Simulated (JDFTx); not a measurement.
The system is Ga.

```
CELL_PARAMETERS angstrom
2.71648 0.00000 0.00000
0.00000 2.71648 0.00000
0.00000 0.00000 2.71648
ATOMIC_POSITIONS crystal
Ga 0.00000 0.00000 0.00000
```

The cell was built by a generator and needn't be a form met in nature.

| Item | Value |
| --- | --- |
| Program | JDFTx 1.7.0 (patched build) |
| Task | relaxation of cell and atoms |
| Functional | LDA |
| Potentials or basis | SG15-PBE-1.2 with smoothed tails |
| Cutoff | 1088 eV |
| Density cutoff | 4354 eV |
| k mesh | 5 × 5 × 5 |
| Occupations | fermi-dirac, width 0.05 eV |
| Spin | no spin polarisation |

At the start: pressure -6.2 GPa; volume 20.05 Å³/atom.

Problem. How do energy, volume and symmetry change on relaxing?

Solution. Over 6 steps the energy falls by 45.3 meV/atom and the volume is 17.89 Å³/atom (-10.7 %); space group Pm-3m (No. 221, to 0.05 Å).

The path:
```tsv
step	energy change (eV)	largest force (eV/Å)	pressure (GPa)	volume (Å³)
1	0.0000	0.0000	-6.21	20.05
2	-0.0161	0.0000	-5.16	19.59
3	-0.0452	0.0000	0.35	17.80
4	-0.0453	0.0000	0.01	17.89
5	-0.0453	0.0000	0.00	17.89
6	-0.0453	0.0000	0.01	17.89
```

Final structure:
```xyz
1
Lattice="2.6155 0.0000 0.0000 0.0000 2.6155 0.0000 0.0000 0.0000 2.6155" Properties=species:S:1:pos:R:3 pbc="T T T"
Ga    0.0000    0.0000    0.0000
```

Caveat: the k mesh is coarse (spacing up to 0.46 Å⁻¹), so the values aren't converged; the plane waves are those of the starting cell, so after so large a change of volume the result is rough; the potentials were made for another functional, which shifts forces and pressure.
